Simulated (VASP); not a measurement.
Crystal: Si.

```
Si
1.0
     2.62054    0.00000    0.00000
    -1.31027    2.26946    0.00000
     0.00000    0.00000    2.46635
Si
1
Direct
  0.00000 0.00000 0.00000
```

This isn't the form of Si at room conditions, which is diamond.

* Program: VASP 6.6.1
* Task: relaxation of cell and atoms
* Functional: optPBE-vdW
* Potentials or basis: VASP PAW PBE potentials, release 64 (Si)
* Cutoff: 600 eV
* k mesh: 12 × 12 × 11
* Occupations: fermi-dirac, width 0.05 eV
* Spin: no spin polarisation

At the start: pressure 6.0 GPa; volume 14.67 Å³/atom.

Question: How do energy, volume and symmetry change on relaxing?

Answer: Over 5 steps the energy falls by 15.3 meV/atom and the volume is 15.49 Å³/atom (+5.6 %); space group P6/mmm (No. 191, to 0.05 Å).

Step by step:
| step | energy change (eV) | largest force (eV/Å) | pressure (GPa) | volume (Å³) |
| --- | --- | --- | --- | --- |
| 1 | 0.0000 | 0.0000 | 6.03 | 14.67 |
| 2 | -0.0118 | 0.0000 | -2.24 | 15.87 |
| 3 | -0.0152 | 0.0000 | 0.11 | 15.46 |
| 4 | -0.0153 | 0.0000 | -0.01 | 15.49 |
| 5 | -0.0153 | 0.0000 | 0.01 | 15.49 |

Final structure:
```
Si
1.0
     2.66272    0.00000    0.00000
    -1.33136    2.30599    0.00000
     0.00000    0.00000    2.52233
Si
1
Direct
  0.00000 0.00000 0.00000
```

Caveat: the PAW data sets were made with another functional, which shifts forces and pressure a little.
